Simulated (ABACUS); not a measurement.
Runs of ABACUS 3.10.1 on Ir. It takes space group Fm-3m (No. 225, cubic). The conventional cell has a = 3.831 Å, b = 3.831 Å, c = 3.831 Å, α = 90.00°, β = 90.00°, γ = 90.00°. Around Ir (site symmetry m-3m) lie 12 Ir at 2.71 Å. 

| task | level | potentials or basis | cell | k mesh | cutoff (eV) | max steps of the relaxation | force threshold | optimiser | stress threshold | gap on the mesh (eV) | pressure (GPa) | V0 of scaled cells (Å³/atom) | B0 (GPa) |
| --- | --- | --- | --- | --- | --- | --- | --- | --- | --- | --- | --- | --- | --- |
| relaxation of cell and atoms | TM | SG15 ONCV 1.2 PBE, plane waves | relaxed | 8 × 8 × 8 | 1075 | 60 | 0.02 eV/Å | cg | 1 kbar | none | 0.0 | - | - |
| single point | rSCAN | SG15 ONCV 1.2 PBE, plane waves | as given | 8 × 8 × 8 | 1075 | - | - | - | - | none | 4.6 | - | - |
| equation of state | LDA-PW92 | PseudoDojo NC SR 0.4.1 LDA stringent, plane waves | as given | 10 × 10 × 10 | 925 | - | - | - | - | - | - | 13.81 | (b) |
| equation of state | rSCAN | SG15 ONCV 1.2 PBE, plane waves | as given | 8 × 8 × 8 | 1075 | - | - | - | - | - | - | (a) | 381 |

Alike in all rows: no spin polarisation; smearing fermi-dirac 0.05 eV.

Estimate the missing entries.

(a) 14.22; (b) 407.

Caveats: the potentials were made for another functional, which shifts forces and pressure (some runs).

A k mesh can miss the band edges, and the runs leave out spin-orbit coupling on Ir.

A gap of «none» marks a metal or a gap under the smearing width.

Runs at the PBE level aren't shown here.
